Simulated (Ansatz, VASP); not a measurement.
# Two plane-wave programs on Ti

Contents of POSCAR:

```
Ti
1.0
   -1.5580689926      1.5580689926      1.5580689926
    1.5580689926     -1.5580689926      1.5580689926
    1.5580689926      1.5580689926     -1.5580689926
Ti
1
Direct
    0.0000000000      0.0000000000      0.0000000000
```

File INCAR.step1:

```
SYSTEM = Ti
PREC     = Accurate       ! precision mode
ENCUT    = 520            ! plane-wave cutoff, eV
ISMEAR   = 0              ! smearing method
SIGMA    = 0.1            ! smearing width, eV
LREAL    = .False.        ! projectors in reciprocal space
LASPH    = .True.         ! aspherical terms in the spheres
NELM     = 100            ! most SCF steps
NBANDS   = 12             ! bands
GGA      = PE             ! functional
ALGO     = Normal         ! electronic algorithm
EDIFF    = 1E-4           ! SCF threshold, eV
LWAVE    = .True.         ! write WAVECAR
LCHARG   = .False.        ! write CHGCAR
```

The input INCAR.step2:

```
SYSTEM = Ti
PREC     = Accurate       ! precision mode
ENCUT    = 520            ! plane-wave cutoff, eV
EDIFF    = 1E-7           ! SCF threshold, eV
ISMEAR   = 0              ! smearing method
SIGMA    = 0.1            ! smearing width, eV
LREAL    = .False.        ! projectors in reciprocal space
LASPH    = .True.         ! aspherical terms in the spheres
NELM     = 100            ! most SCF steps
ALGO     = Normal         ! electronic algorithm
ISIF     = 2              ! what is computed and relaxed
LWAVE    = .False.        ! write WAVECAR
LCHARG   = .False.        ! write CHGCAR
METAGGA  = R2SCAN         ! meta-GGA
LMIXTAU  = .True.       
NBANDS   = 12             ! bands
ISTART   = 1
```

Contents of KPOINTS:

```
Automatic mesh
0
Gamma
  18 18 18
  0 0 0
```

Input for Ansatz:

```yaml
crystal:
  lattice:
    - [-1.5580689926, 1.5580689926, 1.5580689926]
    - [1.5580689926, -1.5580689926, 1.5580689926]
    - [1.5580689926, 1.5580689926, -1.5580689926]
  atoms:
    - { symbol: Ti, position: [0.0, 0.0, 0.0] }
basis:
  ecutwfc: 500
kpoints:
  mp_grid: { grid: [18, 18, 18] }
hamiltonian:
  xc: r2scan
scf:
  occupations: { method: gaussian, width: 0.1 }
output:
  forces: true
  stress: true
  eigenvalues: true
```

Alike in both runs: task single point; functional r2SCAN; k mesh 18 × 18 × 18; occupations gaussian, width 0.1 eV; no spin polarisation.

|  | VASP | Ansatz |
| --- | --- | --- |
| version | VASP 6.6.1 | Ansatz 0.2.0 |
| potentials or method | VASP PAW PBE potentials, release 64 (Ti_sv) | scalar-relativistic, plane waves, PAW |
| plane-wave cutoff (eV) | 520 | 500 |
| valence electrons in the cell | 12 | 12 |

|  | VASP | Ansatz | Ansatz less VASP |
| --- | --- | --- | --- |
| gap on the k mesh at the Fermi level (eV) | none | none | - |
| pressure (GPa) | 18.2 | 17.6 | -0.63 |

A gap of «none» marks a metal or a gap that the smearing closes.

Caveats: so large a pressure means that the cell lies far from this level's equilibrium, or that cutoff or potentials fall short (VASP); the potentials were made for another functional, which shifts forces and pressure (VASP).
